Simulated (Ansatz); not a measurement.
**BaTiO3 (Pm-3m), one atom moved along a line**

The calculation used DFT r2SCAN, scalar-relativistic, plane waves, PAW (Ansatz). The runs took a 500 eV cutoff, a Γ-centred 8×8×8 mesh and Gaussian smearing (0.05 eV). Spin–orbit coupling is left out, which matters for the heavy elements here. No spin polarisation. Energies are free energies at this smearing, counted from the undisturbed cell; pressure is positive in compression.

Zero of the scan (relaxed at this level; it needn't be the usual structure):

```
CELL_PARAMETERS angstrom
3.99404 0.00000 0.00000
0.00000 3.99404 0.00000
0.00000 0.00000 3.99404
ATOMIC_POSITIONS crystal
Ba 0.50000 0.50000 0.50000
Ti 0.00000 0.00000 0.00000
O 0.50000 0.00000 0.00000
O 0.00000 0.50000 0.00000
O 0.00000 0.00000 0.50000
```

Atom 1 (Ba) is moved by x along the Cartesian unit vector (0.000, -0.707, -0.707); the cell and all other atoms stay fixed.

| x (Å) | ΔE (meV/cell) | force along x on the moved atoms (eV/Å) | pressure (GPa) | gap on the mesh (eV) |
| --- | --- | --- | --- | --- |
| -0.1000 | 34.0 | 0.69 | 0.3 | 2.17 |
| -0.0333 | 3.7 | 0.22 | 0.0 | 2.17 |
| 0.0000 | 0.0 | 0.00 | 0.0 | 2.17 |
| 0.0167 | 0.9 | -0.11 | 0.0 | 2.17 |
| 0.0500 | 8.4 | ? | 0.1 | 2.17 |
| 0.0667 | ? | -0.45 | 0.1 | 2.17 |
| 0.0833 | 23.5 | -0.57 | 0.2 | 2.17 |

By symmetry 0.1000 repeats -0.1000, -0.0667 repeats 0.0667, 0.0333 repeats -0.0333 in energy; the slope of the energy along the path changes sign there.

Q: Give the withheld values.

A: force along x on the moved atoms (eV/Å) at x (Å) = 0.0500: -0.34; ΔE (meV/cell) at x (Å) = 0.0667: 15.0.

Many cubic perovskites lower their energy by tilts or polar distortions; a scan of this one displacement doesn't rule them out.

Cost: 7 runs of about 5.2 core-minutes in all, on AMD EPYC (Zen 3) (shared hosts).